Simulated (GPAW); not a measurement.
# GaN (F-43m) in GPAW: notebook, part 2 of 2

GPAW 26.7.0. Earlier steps stand in the parts before.

## 3. Band structure, PBE

The input, run.py:

```python
from ase.dft.bandgap import bandgap
from ase.io import write
from ase.spacegroup import crystal
from ase.units import GPa
from gpaw import GPAW, PW, setup_paths

setup_paths.insert(0, '.')

# Ga 4a
# N 4d
atoms = crystal(['Ga', 'N'],
                basis=[[0.0, 0.0, 0.0],
                       [0.25, 0.25, 0.75]],
                spacegroup=216, setting=1,  # F-43m
                cellpar=[4.50700122, 4.50700122, 4.50700122, 90.0, 90.0, 90.0],
                primitive_cell=True)

calc = GPAW(mode=PW(800),
            xc='PBE',
            kpts={'size': (10, 10, 10), 'gamma': True},
            occupations={'name': 'fermi-dirac', 'width': 0.05},
            nbands=11,
            convergence={'density': 1e-05, 'energy': 1e-05},
            maxiter=150,
            txt='gpaw.txt')
atoms.calc = calc
energy = atoms.get_potential_energy()
forces = atoms.get_forces()
stress = atoms.get_stress()
calc.write('gs.gpw')
write('result.traj', atoms)
print(f'Energy: {energy:.6f} eV')
print('Forces (eV/A):')
print(forces.round(4))
print('Stress (GPa):', (stress / GPa).round(3))
print('Fermi level:', round(calc.get_fermi_level(), 4), 'eV')
print(f'Gap: {bandgap(calc)[0]:.4f} eV, direct: {bandgap(calc, direct=True)[0]:.4f} eV')

path = atoms.cell.bandpath('GXWKGLUWLK,UX', npoints=60, eps=1e-4)
bs_calc = calc.fixed_density(kpts=path, symmetry='off', nbands=19,
                             convergence={'bands': 'CBM+6.0', 'eigenstates': 1e-6}, txt='bands.txt')
bs = bs_calc.band_structure()
bs.write('bs.json')
print(f'Gap on the path: {bandgap(bs_calc)[0]:.4f} eV')
```

Potentials or basis: PAW data sets generated in the run's folder for this functional, pw.

The run is started by

```console
$ gpaw-setup -f PBE Ga N
$ OMP_NUM_THREADS=1 python run.py
```

gpaw.txt:

```text
__  _  _
 | _ |_)|_||  |
 |__||  | ||/\| - 26.7.0

Input parameters:
  mode=PW(ecut=800.0),
  convergence={'density': 1e-05, 'energy': 1e-05},
  kpts=MonkhorstPack(size=(10, 10, 10), gamma=True),
  maxiter=150,
  nbands=11,
  occupations=Occupations(name='fermi-dirac', width=0.05),
  xc=XC(name='PBE')

Diagonalizing LCAO Hamiltonian
Converting LCAO to pw mode

                  N

       Ga

Atoms  # Å, Bohr magnetons
|   | symbol |        x |        y |        z |    initial magnetic moments |
|---|--------|----------|----------|----------|-----------------------------|
| 0 |     Ga | 0.000000 | 0.000000 | 0.000000 | ( 0.0000,  0.0000,  0.0000) |
| 1 |      N | 3.380251 | 3.380251 | 3.380251 | ( 0.0000,  0.0000,  0.0000) |

Unit cell  # Å
| periodic |        x |        y |        z |  lengths |    angles |
|----------|----------|----------|----------|----------|-----------|
|      yes | 0.000000 | 2.253501 | 2.253501 | 3.186931 | 60.000000 |
|      yes | 2.253501 | 0.000000 | 2.253501 | 3.186931 | 60.000000 |
|      yes | 2.253501 | 2.253501 | 0.000000 | 3.186931 | 60.000000 |
[... 180 lines left out ...]
  Zero:              0.150524
  External:          0.000000
  Xc:              -16.318654
  Entropy:          -0.000000
  Spinorbit:         0.000000
  ----------------------------
  Free energy:     -12.081456
  Extrapolated:    -12.081456

dipole moment: (-10.176115, -10.176115, -10.176115)  # |e|*Ang

Fermi level: 7.312
Eigenvalues  # (at kpt = [0.000, 0.000, 0.000])
| band index |      eig [eV] | occ [0-2] |
|------------|---------------|-----------|
|          0 |        -9.463 |     2.000 |
|          1 |         6.390 |     2.000 |
|          2 |         6.390 |     2.000 |
|          3 |         6.390 |     2.000 |
|          4 |         8.229 |     0.000 |
|          5 |        16.799 |     0.000 |
|          6 |        16.799 |     0.000 |
|          7 |        16.799 |     0.000 |
|          8 |        24.087 |     0.000 |
|          9 |        24.815 |     0.000 |
|         10 |        24.836 |     0.000 |

Gap: 1.839 eV
Transition (v -> c):
  (s=0, k=0, n=3, [0.00, 0.00, 0.00]) -> (s=0, k=0, n=4, [0.00, 0.00, 0.00])
No difference between direct/indirect transitions

Forces  # eV/Ang
|        x |        y |        z |
|----------|----------|----------|
| -0.00000 | -0.00000 | -0.00000 |  # Ga   0
|  0.00000 |  0.00000 |  0.00000 |  # N    1

Stress tensor  # eV/Ang^3
|         x |         y |         z |
|-----------|-----------|-----------|
| -0.078335 | -0.000000 | -0.000000 |
| -0.000000 | -0.078335 |  0.000000 |
| -0.000000 |  0.000000 | -0.078335 |

# Writing to gs.gpw (mode='')
```

stdout:

```text
Energy: -12.081456 eV
Forces (eV/A):
[[-0. -0. -0.]
 [ 0.  0.  0.]]
Stress (GPa): [-12.551 -12.551 -12.551   0.     -0.     -0.   ]
Fermi level: 7.3118 eV
Gap: 1.8388 eV, direct: 1.8388 eV
Gap on the path: 1.8388 eV
```

Run time: 28 s. Hardware: 1 thread of Arm Neoverse V1, shared host; peak memory 0.2 GiB.

Results:

| Quantity | Value |
| --- | --- |
| Free energy | -12.0815 eV |
| Pressure | 12.6 GPa |
| Band gap on the k mesh | 1.84 eV, direct |
| Band gap along the path | 1.84 eV, direct |

Levels at the corners of the path, in eV from the valence-band top:
```csv
point,band 2,band 3,band 4,band 5,band 6
Γ,0.00,0.00,0.00,1.84,10.41
X,-6.17,-2.65,-2.65,3.40,6.77
W,-5.62,-3.75,-3.57,6.31,8.52
K,-5.82,-4.25,-2.14,5.07,7.98
Γ,0.00,0.00,0.00,1.84,10.41
L,-6.98,-0.95,-0.95,4.75,8.82
U,-5.82,-4.25,-2.14,5.07,7.98
W,-5.62,-3.75,-3.57,6.31,8.52
L,-6.98,-0.95,-0.95,4.75,8.82
K,-5.82,-4.25,-2.14,5.07,7.98
U,-5.82,-4.25,-2.14,5.07,7.98
X,-6.17,-2.65,-2.65,3.40,6.77
```

## 4. Band structure, PBE

The input, run.py:

```python
from ase.dft.bandgap import bandgap
from ase.io import read, write
from gpaw import GPAW

atoms = read('POSCAR')

calc = GPAW(mode='lcao',
            h=0.16,
            basis='dzp',
            xc='PBE',
            kpts={'size': (10, 10, 10), 'gamma': True},
            occupations={'name': 'fermi-dirac', 'width': 0.05},
            convergence={'density': 1e-05, 'energy': 1e-05},
            maxiter=150,
            txt='gpaw.txt')
atoms.calc = calc
energy = atoms.get_potential_energy()
forces = atoms.get_forces()
calc.write('gs.gpw')
write('result.traj', atoms)
print(f'Energy: {energy:.6f} eV')
print('Forces (eV/A):')
print(forces.round(4))
print('Fermi level:', round(calc.get_fermi_level(), 4), 'eV')
print(f'Gap: {bandgap(calc)[0]:.4f} eV, direct: {bandgap(calc, direct=True)[0]:.4f} eV')

path = atoms.cell.bandpath('GXWKGLUWLK,UX', npoints=80, eps=1e-4)
bs_calc = calc.fixed_density(kpts=path, symmetry='off', txt='bands.txt')
bs = bs_calc.band_structure()
bs.write('bs.json')
print(f'Gap on the path: {bandgap(bs_calc)[0]:.4f} eV')
```

The input, POSCAR:

```
GaN
1.0
    0.0000000000      2.2535006075      2.2535006075
    2.2535006075      0.0000000000      2.2535006075
    2.2535006075      2.2535006075      0.0000000000
Ga N
1 1
Direct
    0.0000000000      0.0000000000      0.0000000000
    0.2500000000      0.2500000000      0.2500000000
```

Potentials or basis: GPAW PAW data sets (gpaw-data 1.2.1), lcao:dzp.

The run is started by

```console
$ OMP_NUM_THREADS=1 python run.py
```

Wall time 3.4 min (1 thread of Arm Neoverse V1, shared host); peak memory 0.19 GiB.

It converged, with:

```
Free energy             : -11.2967 eV
Band gap on the k mesh  : 1.77 eV, direct
Band gap along the path : 1.77 eV, direct
```

Levels at the corners of the path, in eV from the valence-band top:
| point | band 2 | band 3 | band 4 | band 5 | band 6 |
| --- | --- | --- | --- | --- | --- |
| Γ | -0.01 | -0.01 | 0.00 | 1.77 | 10.34 |
| X | -6.27 | -2.77 | -2.76 | 3.42 | 7.11 |
| W | -5.74 | -3.86 | -3.71 | 6.30 | 8.68 |
| K | -5.94 | -4.38 | -2.24 | 5.11 | 8.06 |
| Γ | -0.01 | -0.01 | 0.00 | 1.77 | 10.34 |
| L | -7.13 | -1.01 | -1.01 | 4.66 | 9.14 |
| U | -5.94 | -4.38 | -2.24 | 5.11 | 8.06 |
| W | -5.74 | -3.86 | -3.71 | 6.30 | 8.68 |
| L | -7.13 | -1.01 | -1.01 | 4.66 | 9.14 |
| K | -5.94 | -4.38 | -2.24 | 5.11 | 8.06 |
| U | -5.94 | -4.38 | -2.24 | 5.11 | 8.06 |
| X | -6.27 | -2.77 | -2.76 | 3.42 | 7.11 |

Caveat: the real-space grid adds noise to forces; the basis of atomic orbitals isn't converged, which shifts pressures, moduli and gaps.

## 5. Overview

```tsv
level	potentials or basis	spin	cutoff (eV)	band points	spin axis theta (degrees)	spin axis phi (degrees)	soc after scf	grid spacing	gap on the mesh (eV)	pressure (GPa)
SOGGA	PAW data sets generated in the run's folder for this functional, pw	SOC, no magnetisation	800	100	90	0	second variation	-	1.78	6.4
PBE	PAW data sets generated in the run's folder for this functional, pw	off	800	60	-	-	-	-	1.84	12.6
PBE	GPAW PAW data sets (gpaw-data 1.2.1), lcao:dzp	off	-	80	-	-	-	0.16 Å	1.77	-
```

Alike in all rows: task band structure; cell as given; k mesh 10 × 10 × 10; smearing fermi-dirac 0.05 eV.

Caveats: spin-orbit coupling was added after a scalar SCF, so levels and gaps hold it while energy, forces, pressure and moments don't (some runs); this program's spin-orbit splittings come out too wide for heavy elements (some runs); the real-space grid adds noise to forces (some runs); the basis of atomic orbitals isn't converged, which shifts pressures, moduli and gaps (some runs).

Absolute energies hang on the potentials; compare differences alone.

## 6. Against experiment

Step 2. A measured gap of GaN is 3.299 eV (direct; 0 K; a printed reference work, textbook); the calculated 1.78 eV misses it by -1.51 eV. The value is that of SOGGA, without temperature or zero-point motion. The cell is a database's relaxed one, not the measured one, which moves gaps too.

Step 3. A measured gap of GaN is 3.299 eV (direct; 0 K; a printed reference work, textbook); the calculated 1.84 eV misses it by -1.46 eV. Spin-orbit coupling on Ga is left out. The value is that of PBE, without temperature or zero-point motion. Semilocal functionals fall short of measured gaps as a rule. The cell is a database's relaxed one, not the measured one, which moves gaps too.

Step 4. Measured gap of GaN: 3.299 eV (direct; 0 K; a printed reference work, textbook). This calculation gives 1.77 eV (-1.52 eV). Spin-orbit coupling on Ga is left out. The value is that of PBE in an atomic basis (GPAW PAW data sets (gpaw-data 1.2.1), lcao:dzp), whose error adds to the functional's,, without temperature or zero-point motion. Semilocal functionals fall short of measured gaps as a rule. The cell is a database's relaxed one, not the measured one, which moves gaps too.
